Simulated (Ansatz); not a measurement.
Ionic part of the dielectric constant of HfO2 at -3 GPa, mode by mode

Method: Ansatz 0.2.0, DFT PBEsol, scalar-relativistic, plane waves, PAW. Plane waves to 420 eV; Γ-centred k mesh 8×8×8; fixed occupations. No spin polarisation. Phonons by linear response, acoustic sum rule imposed.

It takes space group Fm-3m (No. 225, cubic). Conventional cell: a = 5.063 Å, b = 5.063 Å, c = 5.063 Å, α = 90.00°, β = 90.00°, γ = 90.00°. Hf (site symmetry m-3m) has 8 O at 2.19 Å as nearest neighbours. O (site symmetry -43m) has 4 Hf at 2.19 Å as nearest neighbours.

Spin–orbit coupling is left out, which matters for heavy elements.

The primitive cell has V = 32.45 Å³ and ε∞,yy = 5.384. Each polar mode adds Δε = (4.92064×10⁷/V)·S/ν² along y, with S its oscillator strength in e²/amu, ν in cm⁻¹ and V in Å³.

Q: From these modes, find each Δε and ε0,yy.
```
ν (cm⁻¹) S_yy (e²/amu)
   224.0          1.138
```

A:
```json
{"ν (cm⁻¹)": "224.0", "Δε": "34.38"}
```

The sum is 34.385, so ε0,yy = 39.77; the run's tensor has 39.77.

Q: Where do the longitudinal modes lie for a wave vector along y?

A: At 609 cm⁻¹. The Lyddane–Sachs–Teller product Π(ν_LO/ν_TO)² = 7.39 matches ε0/ε∞ = 7.39.

This fluorite-type form isn't the usual stable structure of the compound at low pressure.

Cost: 1 run of about 0.74 core-minutes, on Arm Neoverse V1 (shared hosts).